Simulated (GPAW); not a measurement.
Crystal: InPd.

```
In Pd
1.0
     3.27188    0.00000    0.00000
     0.00000    3.27188    0.00000
     0.00000    0.00000    3.27188
In Pd
1 1
Direct
  0.00000 0.00000 0.00000
  0.50000 0.50000 0.50000
```

The cell comes from a database or a generator and needn't be the stable form of this composition.

- Program: GPAW 26.7.0
- Task: relaxation of cell and atoms
- Functional: revPBE
- Dispersion: D3(BJ)
- Potentials or basis: the program's PAW data sets (release 1.2.1) made for this functional
- Cutoff: 600 eV
- Basis: pw
- k mesh: 8 × 8 × 8
- Occupations: fermi-dirac, width 0.05 eV
- Spin: no spin polarisation

At the start: pressure -3.8 GPa; volume 17.51 Å³/atom.

Q: How do energy, volume and symmetry change on relaxing?

A: Over 9 steps the energy falls by 6.3 meV/atom and the volume is 16.99 Å³/atom (-3.0 %); space group Pm-3m (No. 221, to 0.05 Å).

Step by step:
```csv
step,energy change (eV),largest force (eV/Å),pressure (GPa),volume (Å³)
1,0.0000,0.0000,-3.85,35.03
2,-0.0047,0.0000,-3.10,34.81
3,-0.0105,0.0000,-1.67,34.41
4,-0.0125,0.0000,0.23,33.93
5,-0.0125,0.0000,0.22,33.94
6,-0.0125,0.0000,0.19,33.94
7,-0.0125,0.0000,0.16,33.95
8,-0.0126,0.0000,0.11,33.96
9,-0.0126,0.0000,0.06,33.97
```

Final structure:
```
In Pd
1.0
     3.23877    0.00000    0.00000
     0.00000    3.23877    0.00000
     0.00000    0.00000    3.23877
In Pd
1 1
Direct
  0.00000 0.00000 0.00000
  0.50000 0.50000 0.50000
```

Caveat: later steps reuse the first step's grids; pairwise dispersion overbinds metals, which lowers pressure and volume.
